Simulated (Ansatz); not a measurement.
# ZrSe2: band structure with PBEsol

**The experiment to reproduce.**

From “Stress-Tuned Optical Transitions in Layered 1T-MX2 (M= Hf, Zr, Sn; X= S, Se) Crystals”, 2022, arxiv:2210.12074, for a bulk crystal of ZrSe2: band gap 1.2 eV (indirect).

ZrSe2:

```
CELL_PARAMETERS angstrom
3.79800 0.00000 0.00000
-1.89900 3.28916 0.00000
0.00000 0.00000 6.19200
ATOMIC_POSITIONS crystal
Zr 0.00000 0.00000 0.00000
Se 0.66667 0.33333 0.75000
Se 0.33333 0.66667 0.25000
```

* Program: Ansatz 0.2.0
* Task: band structure
* Functional: PBEsol
* Potentials or basis: all-electron LAPW, scalar-relativistic
* Cutoff: 216 eV (chosen from the basis error)
* Basis error allowed: 0.002 eV/atom
* k mesh: 8 × 8 × 5
* Occupations: fermi-dirac, width 0.05 eV
* Spin: no spin polarisation

| Quantity | Value |
| --- | --- |
| Pressure | -1.2 GPa |
| Largest force | 0.085 eV/Å |
| Band gap on the k mesh | 0.36 eV, indirect (least direct gap 1.02 eV) |
| Band gap along the path | 0.32 eV, indirect (least direct gap 1.02 eV) |

Forces on the atoms (eV/Å):
```
Zr   0.000  0.000  0.000
Se   0.000  0.000 -0.085
Se   0.000  0.000  0.085
```

Stress tensor (GPa, compression positive):
```
-1.87  0.00  0.00
 0.00 -1.87  0.00
 0.00  0.00  0.19
```

Levels at the corners of the path, in eV from the valence-band top:
```
point  band 36  band 37  band 38  band 39  band 40  band 41
    Γ    -0.06    -0.06    -0.01     1.01     1.01     1.54
    M    -2.51    -2.16    -1.37     0.52     2.49     2.82
    K    -2.33    -2.33    -1.76     1.65     2.58     2.58
    Γ    -0.06    -0.06    -0.01     1.01     1.01     1.54
    A    -2.10    -0.22    -0.22     0.98     0.98     1.91
    L    -2.54    -1.06    -0.99     0.32     2.48     2.81
    H    -2.39    -2.01    -2.01     1.72     2.17     2.17
    A    -2.10    -0.22    -0.22     0.98     0.98     1.91
```

It took 6 s on 2 threads of AMD EPYC 9R45 96-Core Processor (Zen 5), with other jobs on the host, peak memory 0.42 GiB.

A measured gap of ZrSe2 is 1.2 eV (indirect; quoted in “Stress-Tuned Optical Transitions in Layered 1T-MX2 (M= Hf, Zr, Sn; X= S, Se) Crystals”, 2022, arxiv:2210.12074); the calculated 0.32 eV misses it by -0.88 eV. Spin-orbit coupling on Se, Zr is left out. The value is that of PBEsol, without temperature or zero-point motion. Semilocal functionals fall short of measured gaps as a rule.

Caveat: this functional lacks dispersion, which binds the layers, so the pressure and a relaxed spacing across them are unreliable.
